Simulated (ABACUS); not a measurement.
Nb in ABACUS: the effect of strain along c

Crystal: Nb.

```
Nb
1.0
    -0.06345    2.05155    2.11500
     2.05155   -0.06345    2.11500
     1.98810    1.98810    0.00000
Nb
1
Cartesian
  0.0000 0.0000 0.0000
```

The cell isn't the ideal one: cell strained by -0.06 along c.

Alike in all runs:

- Program: ABACUS 3.10.1
- Task: single point
- Functional: PBE
- Potentials or basis: PseudoDojo NC SR 0.4.1 PBE standard
- Cutoff: 1361 eV
- Density cutoff: 5442 eV
- Basis: DZP LCAO (the cutoffs set its grid)
- k mesh: 8 × 8 × 8
- Occupations: fermi-dirac, width 0.05 eV
- Spin: no spin polarisation
- Radial cutoff of the potentials (pseudo_rcut): 7 bohr
- Orbital files: Nb Nb_confined-atom_7au_3s2p2d1f.orb
- SCF threshold on the density: 1e-07
- Max SCF steps: 100
- Eigensolver: genelpa
- Mixing: broyden

| strain along c | pressure (GPa) |
| --- | --- |
| -0.06 | 8.8 |
| -0.03 | 3.6 |
| 0 | -1.2 |
| 0.03 | ? |
| 0.06 | -9.7 |

Q: What does the run with strain along c 0.03 give?

A: Pressure -5.7 GPa.

Worked out: A parabola through the other rows of the pressure, of slope -142 GPa per unit of strain along c there, gives -5.6 GPa, against the run's -5.7.

Caveats: the atomic orbitals were generated for these runs and aren't a published set; the basis of atomic orbitals isn't converged, which shifts pressures, moduli and gaps.
